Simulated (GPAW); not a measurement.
# SnTe (Fm-3m) in GPAW: notebook

Runs on SnTe. Level: PBE. Tasks: single point.

Program: GPAW 26.7.0. These are calculated values, not measurements. Logs are shortened: lines on timing, memory, paths and dates and some standing lists are left out, and cuts for length are marked. The log counts tension as positive stress, the text compression.

### 1 The crystal as given

The structure is cubic, space group Fm-3m (No. 225). The conventional cell has a = 6.302 Å, b = 6.302 Å, c = 6.302 Å, α = 90.00°, β = 90.00°, γ = 90.00°. Te (site symmetry m-3m) has 6 Sn at 3.15 Å as nearest neighbours. Around Sn (site symmetry m-3m) lie 6 Te at 3.15 Å.

### 2 Single point, PBE

run.py

```python
from ase import Atoms
from ase.dft.bandgap import bandgap
from ase.io import write
from ase.units import GPa
from gpaw import GPAW, PW

atoms = Atoms(['Te', 'Sn'],
              cell=[[0.0, 3.15085, 3.15085],
                    [3.15085, 0.0, 3.15085],
                    [3.15085, 3.15085, 0.0]],
              scaled_positions=[[0.5, 0.5, 0.5],
                                [0.0, 0.0, 0.0]],
              pbc=True)

calc = GPAW(mode=PW(600),
            xc='PBE',
            kpts={'size': (7, 7, 7), 'gamma': True},
            occupations={'name': 'methfessel-paxton', 'order': 0, 'width': 0.024},
            nbands=19,
            convergence={'density': 1e-05, 'energy': 1e-05},
            maxiter=150,
            txt='gpaw.txt')
atoms.calc = calc
energy = atoms.get_potential_energy()
forces = atoms.get_forces()
stress = atoms.get_stress()
calc.write('gs.gpw')
write('result.traj', atoms)
print(f'Energy: {energy:.6f} eV')
print('Forces (eV/A):')
print(forces.round(4))
print('Stress (GPa):', (stress / GPa).round(3))
print('Fermi level:', round(calc.get_fermi_level(), 4), 'eV')
print(f'Gap: {bandgap(calc)[0]:.4f} eV, direct: {bandgap(calc, direct=True)[0]:.4f} eV')
```

Potentials or basis: GPAW PAW data sets (gpaw-data 1.2.1), pw.

Run with:

```sh
OMP_NUM_THREADS=1 python run.py
```

gpaw.txt:

```text
__  _  _
 | _ |_)|_||  |
 |__||  | ||/\| - 26.7.0

Input parameters:
  mode=PW(ecut=600.0),
  convergence={'density': 1e-05, 'energy': 1e-05},
  kpts=MonkhorstPack(size=(7, 7, 7), gamma=True),
  maxiter=150,
  nbands=19,
  occupations=Occupations(name='methfessel-paxton', order=0, width=0.024),
  xc=XC(name='PBE')

Diagonalizing LCAO Hamiltonian
Converting LCAO to pw mode

                 Te

       Sn

Atoms  # Å, Bohr magnetons
|   | symbol |        x |        y |        z |    initial magnetic moments |
|---|--------|----------|----------|----------|-----------------------------|
| 0 |     Te | 3.150850 | 3.150850 | 3.150850 | ( 0.0000,  0.0000,  0.0000) |
| 1 |     Sn | 0.000000 | 0.000000 | 0.000000 | ( 0.0000,  0.0000,  0.0000) |

Unit cell  # Å
| periodic |        x |        y |        z |  lengths |    angles |
|----------|----------|----------|----------|----------|-----------|
|      yes | 0.000000 | 3.150850 | 3.150850 | 4.455975 | 60.000000 |
|      yes | 3.150850 | 0.000000 | 3.150850 | 4.455975 | 60.000000 |
|      yes | 3.150850 | 3.150850 | 0.000000 | 4.455975 | 60.000000 |

Number of symmetries: 48
Symmetry operations  # r_c * U_cc + t_c -> r_c
|    | kind |            matrix            |
|----|------|------------------------------|
|  0 |  σ   |  1, 0, 0,  1, 0,-1,  1,-1, 0 |
|  1 |  C2  |  1, 0, 0,  1,-1, 0,  1, 0,-1 |
|  2 |  E   |  1, 0, 0,  0, 1, 0,  0, 0, 1 |
|  3 |  σ   |  1, 0, 0,  0, 0, 1,  0, 1, 0 |
|  4 |  C4  |  1, 0,-1,  1, 0, 0,  1,-1, 0 |
|  5 |  S6  |  1, 0,-1,  1,-1, 0,  1, 0, 0 |
|  6 |  σ   |  1, 0,-1,  0, 1,-1,  0, 0,-1 |
|  7 |  C3  |  1, 0,-1,  0, 0,-1,  0, 1,-1 |
|  8 |  S6  |  1,-1, 0,  1, 0, 0,  1, 0,-1 |
|  9 |  C4  |  1,-1, 0,  1, 0,-1,  1, 0, 0 |
| 10 |  C3  |  1,-1, 0,  0,-1, 1,  0,-1, 0 |
| 11 |  σ   |  1,-1, 0,  0,-1, 0,  0,-1, 1 |
| 12 |  σ   |  0, 1, 0,  1, 0, 0,  0, 0, 1 |
| 13 |  C4  |  0, 1, 0,  0, 1,-1, -1, 1, 0 |
| 14 |  C3  |  0, 1, 0,  0, 0, 1,  1, 0, 0 |
| 15 |  S6  |  0, 1, 0, -1, 1, 0,  0, 1,-1 |
| 16 |  C2  |  0, 1,-1,  1, 0,-1,  0, 0,-1 |
| 17 |  σ   |  0, 1,-1,  0, 1, 0, -1, 1, 0 |
| 18 |  S4  |  0, 1,-1,  0, 0,-1,  1, 0,-1 |
| 19 |  C4  |  0, 1,-1, -1, 1, 0,  0, 1, 0 |
| 20 |  C3  |  0, 0, 1,  1, 0, 0,  0, 1, 0 |
| 21 |  σ   |  0, 0, 1,  0, 1, 0,  1, 0, 0 |
| 22 |  S6  |  0, 0, 1,  0,-1, 1, -1, 0, 1 |
| 23 |  C4  |  0, 0, 1, -1, 0, 1,  0,-1, 1 |
| 24 |  S4  |  0, 0,-1,  1, 0,-1,  0, 1,-1 |
| 25 |  C3  |  0, 0,-1,  0, 1,-1,  1, 0,-1 |
| 26 |  C2  |  0, 0,-1,  0,-1, 0, -1, 0, 0 |
| 27 |  S6  |  0, 0,-1, -1, 0, 0,  0,-1, 0 |
| 28 |  S4  |  0,-1, 1,  1,-1, 0,  0,-1, 0 |
| 29 |  C4  |  0,-1, 1,  0, 0, 1, -1, 0, 1 |
| 30 |  C2  |  0,-1, 1,  0,-1, 0,  1,-1, 0 |
| 31 |  σ   |  0,-1, 1, -1, 0, 1,  0, 0, 1 |
| 32 |  C3  |  0,-1, 0,  1,-1, 0,  0,-1, 1 |
| 33 |  S6  |  0,-1, 0,  0, 0,-1, -1, 0, 0 |
| 34 |  S4  |  0,-1, 0,  0,-1, 1,  1,-1, 0 |
| 35 |  C2  |  0,-1, 0, -1, 0, 0,  0, 0,-1 |
| 36 |  C2  | -1, 1, 0,  0, 1, 0,  0, 1,-1 |
| 37 |  S6  | -1, 1, 0,  0, 1,-1,  0, 1, 0 |
| 38 |  S4  | -1, 1, 0, -1, 0, 1, -1, 0, 0 |
| 39 |  C3  | -1, 1, 0, -1, 0, 0, -1, 0, 1 |
| 40 |  S6  | -1, 0, 1,  0, 0, 1,  0,-1, 1 |
| 41 |  C2  | -1, 0, 1,  0,-1, 1,  0, 0, 1 |
| 42 |  C3  | -1, 0, 1, -1, 1, 0, -1, 0, 0 |
| 43 |  S4  | -1, 0, 1, -1, 0, 0, -1, 1, 0 |
| 44 |  C2  | -1, 0, 0,  0, 0,-1,  0,-1, 0 |
| 45 |  i   | -1, 0, 0,  0,-1, 0,  0, 0,-1 |
| 46 |  σ   | -1, 0, 0, -1, 1, 0, -1, 0, 1 |
| 47 |  C2  | -1, 0, 0, -1, 0, 1, -1, 1, 0 |

BZ-sampling:
  Number of BZ points: 343
  Number of IBZ points: 20

  Monkhorst-Pack size: [7, 7, 7]
  Monkhorst-Pack shift: [0, 0, 0]

K-points  # in reciprocal-cell coordinates
|     |                                coordinates |     weight |
|-----|--------------------------------------------|------------|
|   0 | (  0.00000000,   0.00000000,   0.00000000) | 0.00291545 |
|   1 | (  0.14285714,   0.14285714,   0.00000000) | 0.01749271 |
|   2 | (  0.14285714,   0.14285714,   0.14285714) | 0.02332362 |
|   3 | (  0.28571429,   0.14285714,   0.14285714) | 0.03498542 |
|   4 | (  0.28571429,   0.28571429,   0.00000000) | 0.01749271 |
|   5 | (  0.28571429,   0.28571429,   0.14285714) | 0.06997085 |
|   6 | (  0.28571429,   0.28571429,   0.28571429) | 0.02332362 |
|   7 | (  0.42857143,  -0.28571429,  -0.28571429) | 0.03498542 |
|   8 | (  0.42857143,   0.28571429,  -0.42857143) | 0.13994169 |
|   9 | (  0.42857143,   0.28571429,  -0.28571429) | 0.06997085 |
| ... |                                            |            |
|  19 | (  0.42857143,   0.42857143,   0.42857143) | 0.02332362 |

Plane wave coefficients: 2106
Cutoff: 600.0 eV

Spin-components: 1 (collinear spins)
Bands:           19
Projectors:      11
Spin-degeneracy: 2
Datatype:        complex128

Parallelization:
  kpt:    1
  domain: 1
  band:   1

Density:
  Valence electrons: 20.0
  Components: 1
  Grid points: [27 27 27]
  Charge: 0.0  # |e|

Potential:
  Grid points: [27 27 27]

species:
  Te:
    name:    Tellurium
    Z:       52.0
    valence: 6
    core:    46
    charge:  0.0  # [|e|]
    compensation charges:
      type: gauss
      rc: 0.36  # [Å]
      lmax: 2
    cutoffs:
      filter: 2.09  # [Å]
      core: 3.17  # [Å]
    projectors
    | kind |    occ | energy [eV] | rcut [Å] |
    |------|--------|-------------|----------|
    |   5s |  2.000 |     -15.089 |    1.180 |
    |   5p |  4.000 |      -5.955 |    1.196 |
    |    s |        |      12.123 |    1.180 |
    |    p |        |      21.256 |    1.196 |
    |    d |        |       0.000 |    1.238 |

    Using partial waves for Te as LCAO basis

  Sn:
    name:    Tin
    Z:       50.0
    valence: 14
    core:    36
    charge:  0.0  # [|e|]
    compensation charges:
      type: gauss
      rc: 0.38  # [Å]
      lmax: 2
    cutoffs:
      filter: 2.23  # [Å]
      core: 2.35  # [Å]
    projectors
    | kind |    occ | energy [eV] | rcut [Å] |
    |------|--------|-------------|----------|
    |   5s |  2.000 |     -10.538 |    1.201 |
    |   5p |  2.000 |      -3.696 |    1.270 |
    |   4d | 10.000 |     -25.845 |    1.185 |
    |    s |        |      16.674 |    1.201 |
    |    p |        |      23.515 |    1.270 |
    |    d |        |       1.367 |    1.185 |

    Using partial waves for Sn as LCAO basis

Reference energy: -352801.376741  # eV

eigensolver:
  PPCG
  Converge bands: occupied
  niter=2

density mixing:
  MSR1-Mixer
  Pratt-step length: 0.05
  Maximum mixing coefficient: 0.75
  Old densities: 10
  SVD Regularization: 0.005
  Good broyden scale: 1.0
  Trust region scale: 1.0
  Backstep threshold: 4.0
  History deletion threshold: 6.0
  Fourier metric: weight=20.0, sigma=0.015

occupation numbers:
  Methfessel-Paxton:
    width: 0.0240  # eV
    order: 0

poisson solver:
  ecut: 4800.0  # eV

xc functional:
  name: PBE with 2 nearest neighbor stencil

convergence criteria:
- Maximum integral of absolute [dens]ity change: 1e-05 electrons / valence electron
- Maximum [total energy] change in last 3 cyles: 1e-05 eV / valence electron
- Maximum integral of absolute [eigenst]ate change: 4e-08 eV^2 / valence electron
maximum number of iterations: 150

SCF iterations
|iter     | |      energy | eigst |  dens |
|---------|-|-------------|-------|-------|
|iter:   1| |   -7.849245 | -0.14 |       |
|iter:   2| |   -7.843589 | -2.30 | -1.48 |
|iter:   3| |   -7.815542 | -2.69 | -1.52 |
|iter:   4| |   -7.816980 | -3.98 | -2.10 |
|iter:   5| |   -7.817212 | -4.69 | -2.60 |
|iter:   6| |   -7.817220 | -6.12 | -3.29 |
|iter:   7| |   -7.817221c| -7.47c| -4.18 |
|iter:   8| |   -7.817221c| -7.58c| -4.74 |
|iter:   9| |   -7.817221c| -8.11c| -5.86c|

Converged in 9 steps
Energy contributions relative to reference atoms: (reference = -352801.376741)

Energy contributions:
  Kinetic:          14.544410
  Coulomb:         -14.629254
  Zero:              0.154291
  External:          0.000000
  Xc:               -7.886667
  Entropy:          -0.000000
  Spinorbit:         0.000000
  ----------------------------
  Free energy:      -7.817221
  Extrapolated:     -7.817221

dipole moment: (-21.376039, -21.376039, -21.376039)  # |e|*Ang

Fermi level: 6.744
Eigenvalues  # (at kpt = [0.000, 0.000, 0.000])
| band index |      eig [eV] | occ [0-2] |
|------------|---------------|-----------|
|          0 |       -15.426 |     2.000 |
|        ... |               |           |
|          2 |       -15.419 |     2.000 |
|          3 |       -15.419 |     2.000 |
|          4 |       -15.419 |     2.000 |
|          5 |        -6.331 |     2.000 |
|          6 |         1.803 |     2.000 |
|          7 |         4.304 |     2.000 |
[... 9 lines left out ...]
|         17 |        13.376 |     0.000 |
|         18 |        13.376 |     0.000 |

Gap: 0.662 eV
Transition (v -> c):
  (s=0, k=19, n=9, [0.43, 0.43, 0.43]) -> (s=0, k=19, n=10, [0.43, 0.43, 0.43])
No difference between direct/indirect transitions

Forces  # eV/Ang
|        x |        y |       z |
|----------|----------|---------|
| -0.00000 |  0.00000 | 0.00000 |  # Te   0
|  0.00000 | -0.00000 | 0.00000 |  # Sn   1

Stress tensor  # eV/Ang^3
|         x |         y |         z |
|-----------|-----------|-----------|
| -0.012160 |  0.000000 |  0.000000 |
|  0.000000 | -0.012160 | -0.000000 |
|  0.000000 | -0.000000 | -0.012160 |

# Writing to gs.gpw (mode='')
```

Wall time 17 s (1 thread of Arm Neoverse V1, shared host); peak memory 0.17 GiB.

Results:

* Free energy: -7.8172 eV
* Pressure: 1.9 GPa

Caveat: this odd mesh misses L, where the gap lies, so gap, dielectric constants and Born charges aren't listed. Spin-orbit coupling is left out, which matters for the levels of Te.

### 3 Single point, PBE

Changes to run.py since step 2:

```diff
@@ -17,3 +17,3 @@
             kpts={'size': (7, 7, 7), 'gamma': True},
-            occupations={'name': 'methfessel-paxton', 'order': 0, 'width': 0.024},
+            occupations={'name': 'methfessel-paxton', 'order': 0, 'width': 0.025},
             nbands=19,
```

Potentials or basis: GPAW PAW data sets (gpaw-data 1.2.1), pw.

Run with:

```sh
OMP_NUM_THREADS=1 python run.py
```

Wall time 17 s (1 thread of Arm Neoverse V1, shared host); peak memory 0.17 GiB.

The run converged. Its results:

| Property | Result |
| --- | --- |
| Free energy | -7.8172 eV |
| Pressure | 1.9 GPa |

Levels at points of the mesh, in eV from the Fermi level:
| k point | band 6 | band 7 | band 8 | band 9 | band 10 | band 11 | band 12 | band 13 | band 14 | band 15 |
| --- | --- | --- | --- | --- | --- | --- | --- | --- | --- | --- |
| (0.00, 0.00, 0.00) | -13.07 | -4.94 | -2.44 | -2.44 | -2.44 | 3.06 | 3.06 | 3.06 | 4.50 | 4.50 |

Caveat: this odd mesh misses L, where the gap lies, so gap, dielectric constants and Born charges aren't listed.

[end of part 1 of 2]
